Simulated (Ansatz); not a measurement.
Wanted: the native input for an Ansatz 0.2.0 run.

| Property | Result |
| --- | --- |
| Task | electron localisation function |
| Functional | BLYP |
| Dispersion | D3(BJ)-ATM |
| Potentials or basis | Ansatz PAW |
| Cutoff | 420 eV (not typed: the program's choice for these potentials) |
| k mesh | 9 × 9 × 9 |
| Occupations | fermi-dirac, width 0.05 eV |
| Spin | no spin polarisation |

Crystal: ZnS.

```
Zn S
1.0
     0.00000    2.70200    2.70200
     2.70200    0.00000    2.70200
     2.70200    2.70200    0.00000
Zn S
1 1
Direct
  0.75000 0.75000 0.75000
  0.00000 0.00000 0.00000
```

These files were run (other wordings do the same):

input.yaml

```yaml
crystal:
  lattice:
    - [0.0, 2.702, 2.702]
    - [2.702, 0.0, 2.702]
    - [2.702, 2.702, 0.0]
  atoms:
    - { symbol: Zn, position: [0.75, 0.75, 0.75] }
    - { symbol: S, position: [0.0, 0.0, 0.0] }
hamiltonian:
  xc: blyp
  pseudopotentials: { kind: paw }
  dispersion: d3bjatm
kpoints:
  mp_grid: { grid: [9, 9, 9] }
scf:
  occupations: { method: fermi_dirac, width: 0.05 }
output:
  forces: true
  stress: true
  eigenvalues: true
  write_density: true
  write_potential: true
  elf: true
  volumetric_format: npy
basis:
  xc_grid: 4
```

Potentials or basis: Ansatz PAW.

Launch:

```console
$ ansatz run input.yaml --threads 1 --pin off --max-ram 2560MiB --backend cpu --events-out ev --progress --plain --runs-dir out
```

It gave:

The pressure is -0.5 GPa. The band gap on the k mesh is 2.09 eV, direct.

Caveat: odd divisions of the mesh miss points on the zone boundary, where band edges often lie, so the gap on the mesh can be too wide; the PAW data sets come from PBE, with cores solved anew for the run's functional, which leaves a small shift of forces and pressure.

Wall time 3.1 s on 1 thread of Arm Neoverse V1 (shared host), peak memory 0.35 GiB.
